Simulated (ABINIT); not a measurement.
MoP, 2 atoms in the cell. It takes space group P-6m2 (No. 187, hexagonal). The conventional cell has a = 3.223 Å, b = 3.223 Å, c = 3.191 Å, α = 90.00°, β = 90.00°, γ = 120.00°. Around Mo (site symmetry -6m2) lie 6 P at 2.45 Å. Around P (site symmetry -6m2) lie 6 Mo at 2.45 Å. 

- Program: ABINIT 10.8.3 (patched build)
- Task: equation of state
- Functional: PBEsol
- Potentials or basis: JTH PAW PBE v2.0
- Cutoff: 408 eV
- k mesh: 10 × 10 × 8
- Occupations: fermi-dirac, width 0.05 eV
- Spin: no spin polarisation
- Fine-grid cutoff: 816.342 eV
- Exchange and correlation inside the PAW spheres: full angular mesh (pawxcdev 0, this build's default; the released program takes 1)

Potentials or basis: JTH PAW PBE v2.0.

Run with:

```console
$ abinit run.abi > log 2>&1
```

Hardware: 1 thread of Arm Neoverse V2, on a shared host.

Problem. How long does it take, and how much memory?

Solution. Run time: 98 s on 1 thread of Arm Neoverse V2, with other jobs on the host, peak memory 0.14 GiB. Counts: scf iterations 60, mpi ranks 1, k points 70, bands 14, plane waves 515.
